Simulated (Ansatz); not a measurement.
Crystal: HgTe (Coloradoite).

```
CELL_PARAMETERS angstrom
0.00000 3.21450 3.21450
3.21450 0.00000 3.21450
3.21450 3.21450 0.00000
ATOMIC_POSITIONS crystal
Hg 0.00000 0.00000 0.00000
Te 0.75000 0.75000 0.75000
```

| Property | Result |
| --- | --- |
| Program | Ansatz 0.2.0 |
| Task | relaxation of cell and atoms |
| Functional | revPBE |
| Dispersion | D3(BJ) |
| Potentials or basis | Ansatz PAW |
| Cutoff | 420 eV (not typed: the program's choice for these potentials) |
| k mesh | 7 × 7 × 7 |
| Occupations | fermi-dirac, width 0.05 eV |
| Spin | no spin polarisation |

At the start: volume 33.22 Å³/atom.

Question: Where does the relaxation end?

Answer: It ends after 5 steps and the volume is 34.60 Å³/atom (+4.2 %); space group F-43m (No. 216, to 0.05 Å).

Step by step:
| step | energy change (eV) | largest force (eV/Å) | volume (Å³) |
| --- | --- | --- | --- |
| 1 | 0.0000 | 0.0000 | 66.43 |
| 2 | -0.0096 | 0.0000 | 70.83 |
| 3 | -0.0146 | 0.0000 | 69.33 |
| 4 | -0.0146 | 0.0000 | 69.20 |
| 5 | -0.0152 | 0.0000 | 69.20 |

Final structure:
```
Hg Te
1.0
     0.00000    3.25854    3.25854
     3.25854    0.00000    3.25854
     3.25854    3.25854    0.00000
Hg Te
1 1
Cartesian
  0.0000 0.0000 0.0000
  4.8878 4.8878 4.8878
```

Caveat: the plane-wave basis is chosen anew once the cell has moved, so the energies of steps on either side of that aren't comparable; pairwise dispersion overbinds metals, which lowers pressure and volume; the PAW data sets come from PBE, with cores solved anew for the run's functional, which leaves a small shift of forces and pressure.
